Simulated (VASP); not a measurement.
Output of a VASP run:

File OSZICAR:
```
       N       E                     dE             d eps       ncg     rms          rms(c)
DAV:   1     0.204128569957E+03    0.20413E+03   -0.13081E+04  1120   0.138E+03
DAV:   2    -0.109216870558E+02   -0.21505E+03   -0.21267E+03  1416   0.373E+02
DAV:   3    -0.187036927602E+02   -0.77820E+01   -0.77755E+01  1376   0.808E+01
DAV:   4    -0.189772966917E+02   -0.27360E+00   -0.27353E+00  1816   0.112E+01
DAV:   5    -0.189794448886E+02   -0.21482E-02   -0.21482E-02  1352   0.109E+00    0.731E+00
RMM:   6    -0.178803244471E+02    0.10991E+01   -0.46406E+00  1147   0.146E+01    0.298E+00
RMM:   7    -0.178910666129E+02   -0.10742E-01   -0.40477E-01  1235   0.421E+00    0.179E+00
RMM:   8    -0.179015016107E+02   -0.10435E-01   -0.10984E-01  1236   0.327E+00    0.343E-01
RMM:   9    -0.179041835259E+02   -0.26819E-02   -0.41944E-02  1360   0.103E+00    0.191E-01
RMM:  10    -0.179057165528E+02   -0.15330E-02   -0.14500E-02  1523   0.484E-01    0.216E-01
RMM:  11    -0.179084086972E+02   -0.26921E-02   -0.11337E-02  1292   0.604E-01    0.249E-01
RMM:  12    -0.179088681837E+02   -0.45949E-03   -0.49370E-03  1482   0.254E-01    0.283E-01
RMM:  13    -0.179092989693E+02   -0.43079E-03   -0.20110E-03  1426   0.214E-01    0.374E-01
RMM:  14    -0.179097273792E+02   -0.42841E-03   -0.93158E-04  1385   0.166E-01    0.456E-01
RMM:  15    -0.179089872756E+02    0.74010E-03   -0.55556E-04  1329   0.204E-01    0.321E-01
RMM:  16    -0.179088370536E+02    0.15022E-03   -0.19846E-04  1296   0.103E-01    0.280E-01
RMM:  17    -0.179085700464E+02    0.26701E-03   -0.26004E-04  1241   0.151E-01    0.159E-01
RMM:  18    -0.179084180118E+02    0.15203E-03   -0.83812E-04  1586   0.236E-01    0.733E-03
RMM:  19    -0.179084237334E+02   -0.57216E-05   -0.42625E-05   877   0.468E-02
   1 F= -.17908424E+02 E0= -.17908424E+02  d E =-.179084E+02
```

### OUTCAR
```
------------------------ aborting loop because EDIFF is reached ----------------------------------------
  FORCE on cell =-STRESS in cart. coord.  units (eV):
  Direction    XX          YY          ZZ          XY          YZ          ZX
  --------------------------------------------------------------------------------------
  Total       -0.5278004     -0.5278004     -0.5278004      0.0000000      0.0000000     -0.0000000
  in kB      -21.1746258    -21.1746258    -21.1746258      0.0000000      0.0000000     -0.0000000
  external PRESSURE =     -21.1746258 kB  Pullay stress =       0.0000000 kB
  volume of cell :       39.94
      direct lattice vectors                 reciprocal lattice vectors
     0.000000000  2.712969133  2.712969133    -0.184299922  0.184299922  0.184299922
     2.712969133  0.000000000  2.712969133     0.184299922 -0.184299922  0.184299922
     2.712969133  2.712969133  0.000000000     0.184299922  0.184299922 -0.184299922
 POSITION                                       TOTAL-FORCE (eV/Angst)
 -----------------------------------------------------------------------------------
      0.00000      0.00000      0.00000         0.000000     -0.000000      0.000000
      1.35648      1.35648      1.35648        -0.000000     -0.000000     -0.000000
      4.06945      4.06945      4.06945         0.000000      0.000000      0.000000
 -----------------------------------------------------------------------------------
    total drift:                                0.000000     -0.000000      0.000000
  FREE ENERGIE OF THE ION-ELECTRON SYSTEM (eV)
  ---------------------------------------------------
  free  energy   TOTEN  =       -17.9084237334 eV

  energy  without entropy=      -17.9084237334  energy(sigma->0) =      -17.90842373

 reached required accuracy - stopping structural energy minimisation
```
(Selected blocks of OUTCAR.)

POSCAR:
```
CaF2
1
   -0.0000000000     2.7129691331     2.7129691331
    2.7129691331    -0.0000000000     2.7129691331
    2.7129691331     2.7129691331     0.0000000000
Ca F
1 2
Direct
  0.0000000000   0.0000000000   0.0000000000
  0.2500000000   0.2500000000   0.2500000000
  0.7500000000   0.7500000000   0.7500000000
```

**Question.** Write an INCAR and KPOINTS that could have produced this output.

**Answer.** Several could match; the one computed here: the input of the run itself, PBEsol GGA, plane waves, VASP's PBE PAW potentials (set 64).

KPOINTS:
```
K-points
0
gamma
9 9 9
0 0 0
```

### INCAR
```
# general
SYSTEM=CaF2
PREC  =Normal
ENCUT =450
LREAL =.False.   # projection in real space or not
LASPH =.True.

# electronic loop
EDIFF =1E-5
NELM  =100
NELMIN=4
ALGO  =Fast   # Davidson, then RMM-DIIS

# smearing
ISMEAR=0   # Gaussian
SIGMA =0.05   # width (eV)

# functional
GGA   =PS   # PBEsol

# ions
IBRION=2
NSW   =20
ISIF  =2   # forces and stress, cell fixed
EDIFFG=-0.03

# output
LWAVE =.False.
LCHARG=.False.
```

POTCAR, in this order: Ca_sv F (PBE.64 set). Program: vasp_std.

At this cut-off the stress carries a Pulay error, which pulls relaxed volumes low.

The compound is CaF2 in the fluorite structure. It was relaxed first.
